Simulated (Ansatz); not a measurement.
CdS

Level of theory: DFT, r²SCAN, scalar-relativistic, no spin polarisation; plane waves to 500 eV with PAW datasets (Ansatz 0.2.0), Γ-centred 8×8×8 mesh, 0.05 eV Gaussian smearing. The datasets are Ansatz's generated set soft_2.

```
Cd S
1.0
     0.00000    2.93892    2.93892
     2.93892    0.00000    2.93892
     2.93892    2.93892    0.00000
Cd S
1 1
Direct
  0.00000 0.00000 0.00000
  0.75000 0.75000 0.75000
```

The chain of runs began from a cell as deposited in COD, expanded in volume. Of that entry: the entry's cell lengths or inner coordinates differ somewhat from later room-temperature determinations.

The cell is relaxed to zero pressure at this level.

Path: Γ–X–U | K–Γ–L–W–X, with Γ = (0.000, 0.000, 0.000), X = (-0.500, -0.500, 0.000), U = (-0.375, -0.375, 0.250), K = (-0.375, 0.000, 0.375), L = (0.000, 0.000, 0.500), W = (-0.500, -0.250, 0.250) in reciprocal vectors of the calculation's cell.

Task: Is it a metal or an insulator, and if it has a gap, where are the band edges on this path?

Result: An insulator with a gap of 1.54 eV on the path, the valence band topping at Γ and the conduction band bottoming at Γ; the smallest direct gap is 1.54 eV.

Bands as a text map, energy in eV from the Fermi level (dashes), each leg drawn with the same width:
```
  2.86 |   *                            *               
  2.57 |                    *       ****                
  2.29 |                           *                    
  2.00 |  *                       *                     
  1.71 |                     *                          
  1.43 |                         *                      
  1.14 | *                                              
  0.86 |*                     ***                       
  0.57 |                                                
  0.29 |                                                
  0.00 |------------------------------------------------
 -0.29 |                                                
 -0.57 |                                                
 -0.86 |**                  *******                     
 -1.14 | **                * *     *                    
 -1.43 |   *              * *    *  *****               
 -1.71 |                 *   *           **             
 -2.00 |  * *           *  *               *            
 -2.29 |     *      ****          *       * *           
 -2.57 |   *  ******      * *              * *      ****
 -2.86 |          **                        * *******   
 -3.14 |            **** *         *         **         
 -3.43 |    *           *  *                            
 -3.71 |                                                
 -4.00 |     *            *         *                   
 -4.29 |                                                
 -4.57 |      ************           *      ************
 -4.86 |                                  **            
        Γ      X      UK       Γ       L       W       X
```

Formal charges Cd²⁺, S²⁻ balance and leave closed shells on every ion, so a band insulator is expected, and the gap is 1.54 eV.

Within 0.6 eV of the edges the projected states are 92 % S 3p at the top of the valence band and 63 % Cd 5s at the bottom of the conduction band. The lowest excitation takes an electron from S back to Cd, as in polar semiconductors.

It ran for 9.1 s on 4 threads of Arm Neoverse V2, with other jobs on the host, peak memory 0.44 GiB.

Semilocal functionals underestimate band gaps, commonly by a third or more.
